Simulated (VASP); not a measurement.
# CsBr (Pm-3m) in VASP: single point with PBE

Aim: the single point of CsBr with PBE.

Program: VASP 6.6.1. These are calculated values, not measurements. Logs are shortened: lines on timing, memory, paths and dates and some standing lists are left out, and cuts for length are marked.

### Step 1. Starting point

Symmetry: Pm-3m, No. 221, cubic system. The conventional cell has a = 4.286 Å, b = 4.286 Å, c = 4.286 Å, α = 90.00°, β = 90.00°, γ = 90.00°. Around Cs (site symmetry m-3m) lie 8 Br at 3.71 Å. Around Br (site symmetry m-3m) lie 8 Cs at 3.71 Å.

### Step 2. Single point, PBE

Input file INCAR:

```
ALGO = Normal ; EDIFF = 1E-6
ENCUT = 520 ; GGA = PE
ISIF = 2 ; ISMEAR = -1
LASPH = T ; LCHARG = T
LELF = T ; LREAL = F
LVHAR = T ; LWAVE = F
NBANDS = 15 ; NELM = 80
PREC = Accurate ; SIGMA = 0.02
```

Input file KPOINTS:

```
k-points
0
Gamma
  7 7 7
```

Input file POSCAR:

```
CsBr
1.0
    4.2860000000      0.0000000000      0.0000000000
    0.0000000000      4.2860000000      0.0000000000
    0.0000000000      0.0000000000      4.2860000000
Cs Br
1 1
Direct
    0.0000000000      0.0000000000      0.0000000000
    0.5000000000      0.5000000000      0.5000000000
```

Potentials or basis: VASP PAW PBE potentials, release 64 (Cs_sv, Br).

Started as:

```bash
cat potpaw_PBE.64/Cs_sv/POTCAR potpaw_PBE.64/Br/POTCAR > POTCAR
mpirun -np 1 vasp_std > vasp.out
```

OUTCAR:

```text
EDIFF = 1E-6
   ENCUT = 520
   GGA = PE
   ISIF = 2
   ISMEAR = -1
   LASPH = T
   LREAL = F
   NELM = 80
   PREC = Accurate

 ion  position               nearest neighbor table
   1  0.000  0.000  0.000-
   2  0.500  0.500  0.500-

  LATTYP: Found a simple cubic cell.
 ALAT       =     4.2860000000

  Lattice vectors:

 A1 = (   4.2860000000,   0.0000000000,   0.0000000000)
 A2 = (   0.0000000000,   4.2860000000,   0.0000000000)
 A3 = (   0.0000000000,   0.0000000000,   4.2860000000)

Analysis of symmetry for initial positions (statically):
=====================================================================
 Subroutine PRICEL returns:
 Original cell was already a primitive cell.

 Routine SETGRP: Setting up the symmetry group for a
 simple cubic supercell.

 Subroutine GETGRP returns: Found 48 space group operations
 (whereof 48 operations were pure point group operations)
 out of a pool of 48 trial point group operations.

The static configuration has the point symmetry O_h .

Analysis of symmetry for dynamics (positions and initial velocities):
=====================================================================
 Subroutine PRICEL returns:
 Original cell was already a primitive cell.

 Routine SETGRP: Setting up the symmetry group for a
 simple cubic supercell.

 Subroutine GETGRP returns: Found 48 space group operations
 (whereof 48 operations were pure point group operations)
 out of a pool of 48 trial point group operations.

The dynamic configuration has the point symmetry O_h .

 Subroutine INISYM returns: Found 48 space group operations
 (whereof 48 operations are pure point group operations),
 and found     1 'primitive' translations

----------------------------------------------------------------------------------------

                                     Primitive cell

  volume of cell :      78.7329

  direct lattice vectors                    reciprocal lattice vectors
     4.286000000  0.000000000  0.000000000     0.233317779  0.000000000  0.000000000
     0.000000000  4.286000000  0.000000000     0.000000000  0.233317779  0.000000000
     0.000000000  0.000000000  4.286000000     0.000000000  0.000000000  0.233317779

  length of vectors
     4.286000000  4.286000000  4.286000000     0.233317779  0.233317779  0.233317779

  position of ions in fractional coordinates (direct lattice)
     0.000000000  0.000000000  0.000000000
     0.500000000  0.500000000  0.500000000

  ion indices of the primitive-cell ions
   primitive index   ion index
                 1           1
                 2           2

----------------------------------------------------------------------------------------

 KPOINTS: k-points

Automatic generation of k-mesh.
 Grid dimensions read from file:
 generate k-points for:    7    7    7

 Generating k-lattice:

  Cartesian coordinates                     Fractional coordinates (reciprocal lattice)
     0.033331111  0.000000000  0.000000000     0.142857143  0.000000000  0.000000000
     0.000000000  0.033331111  0.000000000     0.000000000  0.142857143  0.000000000
     0.000000000  0.000000000  0.033331111     0.000000000  0.000000000  0.142857143

  Length of vectors
     0.033331111  0.033331111  0.033331111

  Shift w.r.t. Gamma in fractional coordinates (k-lattice)
     0.000000000  0.000000000  0.000000000

 Subroutine IBZKPT returns following result:
 ===========================================

 Found     20 irreducible k-points:

 Following reciprocal coordinates:
            Coordinates               Weight
  0.000000  0.000000  0.000000      1.000000
  0.142857  0.000000  0.000000      6.000000
  0.285714  0.000000  0.000000      6.000000
  0.428571  0.000000  0.000000      6.000000
  0.142857  0.142857  0.000000     12.000000
  0.285714  0.142857  0.000000     24.000000
[... 12 lines left out ...]
  0.428571  0.428571  0.285714     24.000000
  0.428571  0.428571  0.428571      8.000000
   k-points           NKPTS =     20   k-points in BZ     NKDIM =     20   number of bands    NBANDS=     15
   number of dos      NEDOS =    301   number of ions     NIONS =      2
   total plane-waves  NPLWV =  32768
   dimension x,y,z NGX =    32 NGY =   32 NGZ =   32
   dimension x,y,z NGXF=    64 NGYF=   64 NGZF=   64
   ions per type =               1   1
   NGX,Y,Z   is equivalent  to a cutoff of  12.41, 12.41, 12.41 a.u.
   NGXF,Y,Z  is equivalent  to a cutoff of  24.82, 24.82, 24.82 a.u.
 SYSTEM =  unknown system
   PREC   = accura    normal or accurate (medium, high low for compatibility)
   ISTART =      0    job   : 0-new  1-cont  2-samecut
   ICHARG =      2    charge: 1-file 2-atom 10-const
   ISPIN  =      1    spin polarized calculation?
   LNONCOLLINEAR =      F non collinear calculations
   LSORBIT =      F    spin-orbit coupling
   LASPH  =      T    aspherical Exc in radial PAW
   ENCUT  =  520.0 eV  38.22 Ry    6.18 a.u.   7.97  7.97  7.97*2*pi/ulx,y,z
   NELM   =     80;   NELMIN=  2; NELMDL= -5     # of ELM steps
   EDIFF  = 0.1E-05   stopping-criterion for ELM
   LREAL  =      F    real-space projection
   EDIFFG = 0.1E-04   stopping-criterion for IOM
   NSW    =      0    number of steps for IOM
   IBRION =     -1    ionic relax: 0-MD 1-quasi-New 2-CG
   NFREE  =      0    steps in history (QN), initial steepest desc. (CG)
   ISIF   =      2    stress and relaxation
   ISYM   =      2    0-nonsym 1-usesym 2-fastsym
   POTIM  = 0.5000    time-step for ionic-motion
   TEBEG  =    0.0;   TEEND  =   0.0 temperature during run
   PSTRESS=    0.0 pullay stress
   NELECT =      16.0000    total number of electrons
   NUPDOWN=      -1.0000    fix difference up-down
   EMIN   =  10.00;   EMAX   =-10.00  energy-range for DOS
   EFERMI =   0.00;   METHOD = LEGACY
   ISMEAR =    -1;   SIGMA  =   0.02  broadening in eV -4-tet -1-fermi 0-gaus
   EFERMI_NEDOS =   21; number of points for ismear=-14 and -15
   IALGO  =     38    algorithm
   IMIX   =      4    mixing-type and parameters
     AMIX     =   0.40;   BMIX     =  1.00
     AMIX_MAG =   1.60;   BMIX_MAG =  1.00
  volume/ion in A,a.u.               =      39.37       265.66
  Fermi-wavevector in a.u.,A,eV,Ry     =   0.962489  1.818841 12.604247  0.926386
  Thomas-Fermi vector in A             =   2.091953
   LORBIT       =      0    0 simple, 1 ext, 2 COOP (PROOUT), +10 PAW based schemes
   GGA     = PE    functional components
   LHFCALC =     F    Hartree Fock is set to
   AEXX    =    0.0000 exact exchange contribution
   IVDW    =     0    specifies the selected vdW correction
   LEPSILON=     F    determine dielectric tensor
   LRPA    =     F    only Hartree local field effects (RPA)
 non-spin polarized calculation
  energy-cutoff  :      520.00
  volume of cell :       78.73
 maximum number of plane-waves:      2146
 NGX is ok and might be reduce to    32
   NGX = 15   NGY = 15   NGZ = 15

 number of electron      15.9999999 magnetization

 Free energy of the ion-electron system (eV)
  ---------------------------------------------------
  ext. energy  EPLUGINS =         0.00000000
  ---------------------------------------------------
  free energy    TOTEN  =        -6.00454149 eV

  energy without entropy =       -6.00454149  energy(sigma->0) =       -6.00454149

 E-fermi :   0.2117     XC(G=0):  -8.0745

 val. band max:       -0.2983544193   @ k =   0.0000   0.0000   0.0000
 cond. band min:       4.2200875387   @ k =   0.0000   0.0000   0.0000
 fundamental gap:      4.5184419579
 Fermi energy:         0.2117133867

 k-point     1 :       0.0000    0.0000    0.0000
  band No.  band energies     occupation
      1     -20.0750      2.00000
      2     -12.6657      2.00000
      3      -6.6679      2.00000
      4      -6.6679      2.00000
      5      -6.6679      2.00000
      6      -0.2984      2.00000
      7      -0.2984      2.00000
      8      -0.2984      2.00000
      9       4.2201      0.00000
     10       4.6159      0.00000
     11       4.6159      0.00000
     12       8.8258      0.00000
     13       8.8258      0.00000
     14       8.8258      0.00000
     15      11.7942      0.00000

 k-point     2 :       0.1429    0.0000    0.0000
  band No.  band energies     occupation
      1     -20.0649      2.00000
      2     -12.6684      2.00000
      3      -6.7478      2.00000
      4      -6.6483      2.00000
      5      -6.6483      2.00000
      6      -0.6156      2.00000
      7      -0.3369      2.00000
      8      -0.3369      2.00000
      9       4.7154      0.00000
     10       4.7474      0.00000
     11       5.0715      0.00000
     12       8.7102      0.00000
     13       8.7102      0.00000
     14       8.9311      0.00000
     15      10.6805      0.00000

 k-point     3 :       0.2857    0.0000    0.0000
  band No.  band energies     occupation
      1     -20.0422      2.00000
      2     -12.6756      2.00000
      3      -6.9132      2.00000
      4      -6.6035      2.00000
      5      -6.6035      2.00000
      6      -1.1918      2.00000
      7      -0.4260      2.00000
      8      -0.4260      2.00000
      9       5.1120      0.00000
     10       5.8245      0.00000
     11       6.1906      0.00000
     12       8.5729      0.00000
     13       8.5729      0.00000
     14       9.2081      0.00000
     15       9.2084      0.00000
[... 271 lines left out ...]
 k-point    19 :       0.4286    0.4286    0.2857
  band No.  band energies     occupation
      1     -19.9531      2.00000
      2     -12.5260      2.00000
      3      -7.1225      2.00000
      4      -7.1194      2.00000
      5      -6.8736      2.00000
      6      -1.2499      2.00000
      7      -1.2142      2.00000
      8      -0.9985      2.00000
      9       6.6018      0.00000
     10       6.8879      0.00000
     11       7.3814      0.00000
     12       7.6574      0.00000
     13       9.2594      0.00000
     14       9.2931      0.00000
     15      11.4541      0.00000

 k-point    20 :       0.4286    0.4286    0.4286
  band No.  band energies     occupation
      1     -19.9382      2.00000
      2     -12.4977      2.00000
      3      -7.0748      2.00000
      4      -7.0585      2.00000
      5      -7.0585      2.00000
      6      -1.4104      2.00000
      7      -1.4104      2.00000
      8      -1.3168      2.00000
      9       7.3275      0.00000
     10       7.8465      0.00000
     11       7.8465      0.00000
     12       8.7089      0.00000
     13       8.7089      0.00000
     14       8.8260      0.00000
     15      11.3399      0.00000

------------------------ aborting loop because EDIFF is reached ----------------------------------------

  FORCE on cell =-STRESS in cart. coord.  units (eV):
  Direction    XX          YY          ZZ          XY          YZ          ZX
  --------------------------------------------------------------------------------------
  -------------------------------------------------------------------------------------
  Total        0.5413827      0.5413827      0.5413827     -0.0000000      0.0000000     -0.0000000
  in kB       11.0168757     11.0168757     11.0168757     -0.0000000      0.0000000     -0.0000000
  external PRESSURE =      11.0168757 kB  Pullay stress =       0.0000000 kB

 VOLUME and BASIS-vectors are now :
 -----------------------------------------------------------------------------
  energy-cutoff  :      520.00
  volume of cell :       78.73
      direct lattice vectors                 reciprocal lattice vectors
     4.286000000  0.000000000  0.000000000     0.233317779  0.000000000  0.000000000
     0.000000000  4.286000000  0.000000000     0.000000000  0.233317779  0.000000000
     0.000000000  0.000000000  4.286000000     0.000000000  0.000000000  0.233317779

 POSITION                                       TOTAL-FORCE (eV/Angst)
 -----------------------------------------------------------------------------------
      0.00000      0.00000      0.00000         0.000000      0.000000      0.000000
      2.14300      2.14300      2.14300         0.000000      0.000000      0.000000
 -----------------------------------------------------------------------------------
    total drift:                                0.000000      0.000000     -0.000000

  FREE ENERGIE OF THE ION-ELECTRON SYSTEM (eV)
  ---------------------------------------------------
  free  energy   TOTEN  =        -6.0045414935 eV

  energy  without entropy=       -6.0045414935  energy(sigma->0) =       -6.00454149
```

Wall time 16 s (1 thread of AMD EPYC 9R14 (Zen 4), shared host); peak memory 0.15 GiB.

Results:

```yaml
Free_energy: -6.0045 eV
Pressure: 1.1 GPa
Band_gap_on_the_k_mesh: 4.52 eV, direct
```

Caveat: spin-orbit coupling is left out, which moves the levels of the heavy elements; an odd mesh through Γ misses points on the zone boundary, where band edges often lie.
